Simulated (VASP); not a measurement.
# HfB2: relaxation of cell and atoms with PBE

Crystal: HfB2.

```
Hf B
1.0
     3.13000    0.00000    0.00000
    -1.56500    2.71066    0.00000
     0.00000    0.00000    3.46000
Hf B
1 2
Direct
  0.00000 0.00000 0.00000
  0.33333 0.66667 0.50000
  0.66667 0.33333 0.50000
```

The cell was built by a generator and needn't be a form met in nature.

```yaml
Program: VASP 6.6.1
Task: relaxation of cell and atoms
Functional: PBE
Potentials_or_basis: VASP PAW PBE potentials, release 64 (Hf_pv, B)
Cutoff: 600 eV
k_mesh: 16 × 16 × 12
Occupations: methfessel-paxton, width 0.1 eV
Spin: no spin polarisation
Further_INCAR_settings: ALGO = Normal; EDIFF = 1e-06; IBRION = 2; EDIFFG = -0.005; NSW = 60; ISIF = 3
```

```json
{"Relaxed volume": "9.94 Å³/atom", "Relaxed cell": "a = 3.143 Å, b = 3.143 Å, c = 3.487 Å, α = 90.00°, β = 90.00°, γ = 120.00°", "Space group after relaxing (to 0.05 Å)": "P6/mmm (No. 191)", "Energy gained by relaxing": "2.0 meV/atom", "Ionic steps": "8", "Pressure after relaxing": "0.0 GPa", "Band gap on the k mesh": "none (metal or under the smearing width)"}
```

The path:
```
step  energy change (eV)  largest force (eV/Å)  pressure (GPa)  volume (Å³)
   1              0.0000                0.0000            4.10        29.36
   2              0.0034                0.0000           -4.92        30.43
   3             -0.0060                0.0000           -0.02        29.83
   4             -0.0060                0.0000           -0.12        29.84
   5             -0.0061                0.0000           -0.09        29.84
   6             -0.0061                0.0000           -0.09        29.84
   7             -0.0061                0.0000            0.08        29.82
   8             -0.0061                0.0000            0.01        29.83
```

Final structure:
```cif
data_structure
_symmetry_space_group_name_H-M 'P 1'
_symmetry_Int_Tables_number 1
_cell_length_a 3.1429
_cell_length_b 3.1429
_cell_length_c 3.4867
_cell_angle_alpha 90.000
_cell_angle_beta 90.000
_cell_angle_gamma 120.000
_cell_volume 29.83
loop_
_atom_site_label
_atom_site_type_symbol
_atom_site_fract_x
_atom_site_fract_y
_atom_site_fract_z
_atom_site_occupancy
Hf1 Hf 0.00000 0.00000 0.00000 1
B1 B 0.33333 0.66667 0.50000 1
B2 B 0.66667 0.33333 0.50000 1
```

Levels at points of the mesh, in eV from the Fermi level:
```tsv
k point	band 4	band 5	band 6	band 7	band 8	band 9	band 10	band 11	band 12
(0.00, 0.00, 0.00)	-13.79	-3.06	-2.94	-2.94	-2.85	3.95	3.95	4.57	4.57
(0.50, 0.00, 0.00)	-9.82	-9.11	-4.18	-3.49	-2.91	2.03	2.66	5.48	5.65
(0.00, 0.00, 0.50)	-11.41	-8.42	-1.25	-1.25	0.27	0.27	0.94	0.94	2.14
(0.50, 0.00, 0.50)	-10.39	-7.57	-5.01	-4.75	-2.74	3.92	4.06	6.17	7.08
```

Run time: 3.9 min on 1 thread of Intel(R) Xeon(R) Platinum 8375C CPU @ 2.90GHz (Ice Lake) (shared host), peak memory 0.25 GiB.

The run has no spin-orbit coupling, so splittings on Hf are missing.
